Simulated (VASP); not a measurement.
# BaTiO3 (Pm-3m) in VASP: a series of runs

Aim: see how the results for BaTiO3 move with the level of theory and the settings. Levels: PBEsol, PBE, LDA. Tasks: dielectric tensor, band structure.

All numbers are computed with VASP 6.6.1; they aren't measurements. Logs are shortened: lines on timing, memory, paths and dates and some standing lists are left out, and cuts for length are marked.

## (1) The crystal as given

The structure is cubic, space group Pm-3m (No. 221). Conventional cell: a = 4.006 Å, b = 4.006 Å, c = 4.006 Å, α = 90.00°, β = 90.00°, γ = 90.00°. Ba (site symmetry m-3m) has 12 O at 2.83 Å as nearest neighbours. Around Ti (site symmetry m-3m) lie 6 O at 2.00 Å. Around O (site symmetry 4/mmm) lie 2 Ti at 2.00 Å.

## (2) Dielectric tensor, PBEsol

Input file INCAR:

```
PREC = Accurate
ENCUT = 400
EDIFF = 1E-6
ISMEAR = 0
SIGMA = 0.01
LREAL = False
LASPH = True
NELM = 100
ALGO = Normal
ISIF = 2
LWAVE = False
LCHARG = False
GGA = PS
LEPSILON = True
```

Input file KPOINTS:

```
Automatic mesh
0
Gamma
  7 7 7
```

Input file POSCAR:

```
BaTiO3
1.0
    4.0060000000      0.0000000000      0.0000000000
    0.0000000000      4.0060000000      0.0000000000
    0.0000000000      0.0000000000      4.0060000000
Ba Ti O
1 1 3
Direct
    0.5000000000      0.5000000000      0.5000000000
    0.0000000000      0.0000000000      0.0000000000
    0.0000000000      0.0000000000      0.5000000000
    0.0000000000      0.5000000000      0.0000000000
    0.5000000000      0.0000000000      0.0000000000
```

Potentials or basis: VASP PAW PBE potentials, release 64 (Ba_sv, Ti_sv, O).

The run is started by

```
$ cat potpaw_PBE.64/Ba_sv/POTCAR potpaw_PBE.64/Ti_sv/POTCAR potpaw_PBE.64/O/POTCAR > POTCAR
$ mpirun -np 1 vasp_std > vasp.out
```

OUTCAR:

```text
PREC = Accurate
   ENCUT = 400
   EDIFF = 1E-6
   ISMEAR = 0
   LREAL = False
   LASPH = True
   NELM = 100
   ISIF = 2
   GGA = PS
   LEPSILON = True

 Found     20 irreducible k-points:

 Following reciprocal coordinates:
            Coordinates               Weight
  0.000000  0.000000  0.000000      1.000000
  0.142857  0.000000  0.000000      6.000000
  0.285714  0.000000  0.000000      6.000000
  0.428571  0.000000  0.000000      6.000000
  0.142857  0.142857  0.000000     12.000000
  0.285714  0.142857  0.000000     24.000000
   k-points           NKPTS =     20   k-points in BZ     NKDIM =     20   number of bands    NBANDS=     24
   number of dos      NEDOS =    301   number of ions     NIONS =      5
   total plane-waves  NPLWV =  21952
   dimension x,y,z NGX =    28 NGY =   28 NGZ =   28
   dimension x,y,z NGXF=    56 NGYF=   56 NGZF=   56
   ions per type =               1   1   3
   NGX,Y,Z   is equivalent  to a cutoff of  11.62, 11.62, 11.62 a.u.
   NGXF,Y,Z  is equivalent  to a cutoff of  23.24, 23.24, 23.24 a.u.
 SYSTEM =  unknown system
   PREC   = accura    normal or accurate (medium, high low for compatibility)
   ISTART =      0    job   : 0-new  1-cont  2-samecut
   ICHARG =      2    charge: 1-file 2-atom 10-const
   ISPIN  =      1    spin polarized calculation?
   LNONCOLLINEAR =      F non collinear calculations
   LSORBIT =      F    spin-orbit coupling
   LASPH  =      T    aspherical Exc in radial PAW
   ENCUT  =  400.0 eV  29.40 Ry    5.42 a.u.   6.53  6.53  6.53*2*pi/ulx,y,z
   NELM   =    100;   NELMIN=  2; NELMDL= -5     # of ELM steps
   EDIFF  = 0.1E-05   stopping-criterion for ELM
   LREAL  =      F    real-space projection
   EDIFFG = 0.1E-04   stopping-criterion for IOM
   NSW    =      0    number of steps for IOM
   IBRION =     -1    ionic relax: 0-MD 1-quasi-New 2-CG
   NFREE  =      0    steps in history (QN), initial steepest desc. (CG)
   ISIF   =      2    stress and relaxation
   ISYM   =      2    0-nonsym 1-usesym 2-fastsym
   POTIM  = 0.5000    time-step for ionic-motion
   TEBEG  =    0.0;   TEEND  =   0.0 temperature during run
   PSTRESS=    0.0 pullay stress
   NELECT =      40.0000    total number of electrons
   NUPDOWN=      -1.0000    fix difference up-down
   EMIN   =  10.00;   EMAX   =-10.00  energy-range for DOS
   EFERMI =   0.00;   METHOD = LEGACY
   ISMEAR =     0;   SIGMA  =   0.01  broadening in eV -4-tet -1-fermi 0-gaus
   EFERMI_NEDOS =   21; number of points for ismear=-14 and -15
   IALGO  =     38    algorithm
   IMIX   =      4    mixing-type and parameters
     AMIX     =   0.40;   BMIX     =  1.00
     AMIX_MAG =   1.60;   BMIX_MAG =  1.00
  volume/ion in A,a.u.               =      12.86        86.77
  Fermi-wavevector in a.u.,A,eV,Ry     =   1.397603  2.641087 26.576187  1.953295
  Thomas-Fermi vector in A             =   2.520843
   LORBIT       =      0    0 simple, 1 ext, 2 COOP (PROOUT), +10 PAW based schemes
   GGA     = PS    functional components
   LHFCALC =     F    Hartree Fock is set to
   AEXX    =    0.0000 exact exchange contribution
   IVDW    =     0    specifies the selected vdW correction
   LEPSILON=     T    determine dielectric tensor
   LRPA    =     F    only Hartree local field effects (RPA)
 non-spin polarized calculation
 Gauss-broadening in eV      SIGMA  =   0.01
  energy-cutoff  :      400.00
  volume of cell :       64.29
 maximum number of plane-waves:      1189
 NGX is ok and might be reduce to    28
   NGX = 13   NGY = 13   NGZ = 13

--------------------------------------- Ionic step        1  -------------------------------------------

 number of electron      40.0000032 magnetization

 E-fermi :   3.7692     XC(G=0): -11.5030

 val. band max:        3.6014259693   @ k =   0.4286   0.4286   0.4286
 cond. band min:       5.3605843559   @ k =   0.0000   0.0000   0.0000
 fundamental gap:      1.7591583866
 Fermi energy:         3.7692029977

 k-point     1 :       0.0000    0.0000    0.0000
  band No.  band energies     occupation
      1     -52.7109      2.00000
      2     -29.0413      2.00000
      3     -29.0413      2.00000
      4     -29.0413      2.00000
      5     -21.0931      2.00000
      6     -13.1421      2.00000
[... 16 lines left out ...]
     23       5.3606      0.00000
     24       7.5808      0.00000

 k-point     2 :       0.1429    0.0000    0.0000
  band No.  band energies     occupation
      1     -52.7106      2.00000
      2     -29.0514      2.00000
      3     -29.0409      2.00000
      4     -29.0409      2.00000
      5     -21.0708      2.00000
      6     -13.1563      2.00000
[... 16 lines left out ...]
     23       5.7745      0.00000
     24       7.5827      0.00000

 k-point     3 :       0.2857    0.0000    0.0000
  band No.  band energies     occupation
      1     -52.7101      2.00000
      2     -29.0738      2.00000
      3     -29.0401      2.00000
      4     -29.0401      2.00000
      5     -21.0198      2.00000
      6     -13.2487      2.00000
[... 16 lines left out ...]
     23       6.5321      0.00000
     24       7.5859      0.00000

 k-point     4 :       0.4286    0.0000    0.0000
  band No.  band energies     occupation
      1     -52.7097      2.00000
      2     -29.0917      2.00000
      3     -29.0394      2.00000
      4     -29.0394      2.00000
      5     -20.9780      2.00000
      6     -13.3612      2.00000
[... 16 lines left out ...]
     23       7.0659      0.00000
     24       7.5880      0.00000

 k-point     5 :       0.1429    0.1429    0.0000
  band No.  band energies     occupation
      1     -52.7103      2.00000
      2     -29.0512      2.00000
      3     -29.0507      2.00000
      4     -29.0406      2.00000
      5     -21.0499      2.00000
      6     -13.1447      2.00000
[... 16 lines left out ...]
     23       6.0066      0.00000
     24       7.8440      0.00000

 k-point     6 :       0.2857    0.1429    0.0000
  band No.  band energies     occupation
      1     -52.7099      2.00000
      2     -29.0732      2.00000
      3     -29.0499      2.00000
      4     -29.0397      2.00000
      5     -21.0022      2.00000
      6     -13.1864      2.00000
[... 16 lines left out ...]
     23       6.5932      0.00000
     24       7.9288      0.00000

 [... further k-points ...]

  FORCE on cell =-STRESS in cart. coord.  units (eV):
  Direction    XX          YY          ZZ          XY          YZ          ZX
  --------------------------------------------------------------------------------------
  -------------------------------------------------------------------------------------
  Total       -3.1109719     -3.1109719     -3.1109719     -0.0000000      0.0000000     -0.0000000
  in kB      -77.5307221    -77.5307221    -77.5307221     -0.0000000      0.0000000     -0.0000000
  external PRESSURE =     -77.5307221 kB  Pullay stress =       0.0000000 kB

 VOLUME and BASIS-vectors are now :
 -----------------------------------------------------------------------------
  energy-cutoff  :      400.00
  volume of cell :       64.29
      direct lattice vectors                 reciprocal lattice vectors
     4.006000000  0.000000000  0.000000000     0.249625562  0.000000000  0.000000000
     0.000000000  4.006000000  0.000000000     0.000000000  0.249625562  0.000000000
     0.000000000  0.000000000  4.006000000     0.000000000  0.000000000  0.249625562

 POSITION                                       TOTAL-FORCE (eV/Angst)
 -----------------------------------------------------------------------------------
      2.00300      2.00300      2.00300         0.000000      0.000000      0.000000
      0.00000      0.00000      0.00000         0.000000      0.000000      0.000000
      0.00000      0.00000      2.00300         0.000000      0.000000      0.000000
      0.00000      2.00300      0.00000         0.000000      0.000000      0.000000
      2.00300      0.00000      0.00000         0.000000      0.000000      0.000000
 -----------------------------------------------------------------------------------
    total drift:                               -0.000000      0.000000     -0.000000

  FREE ENERGIE OF THE ION-ELECTRON SYSTEM (eV)
  ---------------------------------------------------
  free  energy   TOTEN  =       -42.0136810867 eV

  energy  without entropy=      -42.0136810867  energy(sigma->0) =      -42.01368109

 HEAD OF MICROSCOPIC STATIC DIELECTRIC TENSOR (INDEPENDENT PARTICLE, excluding Hartree and local field effects)
 ------------------------------------------------------
           7.016108    -0.000000     0.000000
           0.000000     7.016108     0.000000
          -0.000000    -0.000000     7.016108
 ------------------------------------------------------

 Free energy of the ion-electron system (eV)
  ---------------------------------------------------
  ---------------------------------------------------
  free energy    TOTEN  =        -1.08743394 eV

  energy without entropy =       -1.08743394

------------------------ aborting loop because EDIFF is reached ----------------------------------------

--------------------------------------- Ionic step        2  -------------------------------------------

------------------------ aborting loop because EDIFF is reached ----------------------------------------

--------------------------------------- Ionic step        3  -------------------------------------------

 Free energy of the ion-electron system (eV)
  ---------------------------------------------------
  ---------------------------------------------------
  free energy    TOTEN  =        -1.08748401 eV

  energy without entropy =       -1.08748401

------------------------ aborting loop because EDIFF is reached ----------------------------------------

 PIEZOELECTRIC TENSOR FIELD DIRECTION 3  (e Angst)
 -----------------------------------------------------------------------------
     0.00903  0.00000  0.00000           ( -0.00003  0.00000  0.00000)
     0.00000  0.00903  0.00000           (  0.00000 -0.00003  0.00000)
    -0.00000  0.00000 -0.01556           (  0.00000  0.00000  0.00039)

 PIEZOELECTRIC TENSOR FIELD DIRECTION 3  (C/m^2)
 -----------------------------------------------------------------------------
     0.00225  0.00000  0.00000
     0.00000  0.00225  0.00000
    -0.00000  0.00000 -0.00388

 MACROSCOPIC STATIC DIELECTRIC TENSOR (including local field effects in DFT)
 ------------------------------------------------------
           6.827650     0.000000     0.000000
           0.000000     6.827650    -0.000000
           0.000000    -0.000000     6.827650
 ------------------------------------------------------

 PIEZOELECTRIC TENSOR (including local field effects)  for field in x, y, z        (e  Angst)
          XX          YY          ZZ          XY          YZ          ZX
  --------------------------------------------------------------------------------
  x     0.00000     0.00000     0.00000     0.00000     0.00000     0.00000
  y     0.00000     0.00000     0.00000     0.00000     0.00000     0.00000
  z     0.00000     0.00000     0.00000     0.00000     0.00000     0.00000

 PIEZOELECTRIC TENSOR (including local field effects)  for field in x, y, z        (C/m^2)
          XX          YY          ZZ          XY          YZ          ZX
  --------------------------------------------------------------------------------
  x     0.00000     0.00000     0.00000     0.00000     0.00000     0.00000
  y     0.00000     0.00000     0.00000     0.00000     0.00000     0.00000
  z     0.00000     0.00000     0.00000     0.00000     0.00000     0.00000

 BORN EFFECTIVE CHARGES (including local field effects) (in |e|, cummulative output)
 ---------------------------------------------------------------------------------
 ion    1
    1     2.73672     0.00000     0.00000
    2    -0.00000     2.73672     0.00000
    3    -0.00000     0.00000     2.73672
 ion    2
    1     7.43055    -0.00000     0.00000
    2     0.00000     7.43055     0.00000
    3     0.00000     0.00000     7.43055
 ion    3
    1    -2.13944     0.00000    -0.00000
    2     0.00000    -2.13944     0.00000
    3    -0.00000    -0.00000    -5.88839
 ion    4
    1    -2.13944    -0.00000     0.00000
    2     0.00000    -5.88839    -0.00000
    3     0.00000    -0.00000    -2.13944
 ion    5
    1    -5.88839     0.00000    -0.00000
    2     0.00000    -2.13944     0.00000
    3    -0.00000     0.00000    -2.13944
```

Run time: 13 min. Hardware: 1 thread of Intel Xeon Platinum 8259CL at 2.50GHz (Skylake/Cascade Lake), shared host; peak memory 0.26 GiB.

The run converged, but some of its settings lie outside the range that counts as converged, so its numbers aren't taken as properties of the crystal.

What came out:

```yaml
Band_gap_on_the_k_mesh: 1.76 eV, indirect (least direct gap 1.84 eV)
Electronic_dielectric_tensor_diagonal: 6.83
Born_charges_mean_of_the_diagonal: Ba +2.74; Ti +7.43; O -3.39 e
```

Caveat: the cutoff is under 1.25 times the usual one of these potentials, so pressure, stress and relaxed cells hold a basis-set (Pulay) error; the PAW data sets were made with another functional, which shifts forces and pressure a little; spin-orbit coupling is left out, which moves the levels of the heavy elements; an odd mesh through Γ misses points on the zone boundary, where band edges often lie.

(Continued in part 2 of 2.)
